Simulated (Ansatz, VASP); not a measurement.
**One calculation of CoSi, two programs**

```
Co Si
1.0
     4.38300    0.00000    0.00000
     0.00000    4.38300    0.00000
     0.00000    0.00000    4.38300
Co Si
4 4
Direct
  0.14569 0.14569 0.14569
  0.35431 0.85431 0.64569
  0.64569 0.35431 0.85431
  0.85431 0.64569 0.35431
  0.84363 0.84363 0.84363
  0.65637 0.15637 0.34363
  0.34363 0.65637 0.15637
  0.15637 0.34363 0.65637
```

Alike in both runs: task single point; functional LDA; k mesh 6 × 6 × 6; occupations fermi-dirac, width 0.02 eV; no spin polarisation.

|  | VASP | Ansatz |
| --- | --- | --- |
| version | VASP 6.6.1 | Ansatz 0.2.0 |
| potentials or method | VASP PAW LDA potentials, release 64 (Co, Si) | plane waves, PAW |
| plane-wave cutoff (eV) | 520 | 420 |
| valence electrons in the cell | 52 | 84 |

```csv
,VASP,Ansatz,Ansatz less VASP
pressure (GPa),-5.2,-5.6,-0.38
rms of the force components (eV/Å),0.036,0.039,+0.0031
```

Atom by atom the forces differ by 0.004 eV/Å (rms over components). The two sets of potentials don't hold the same shells in valence.

Spin polarisation is off, so any magnetic state and its effect on volume and gap are missing.
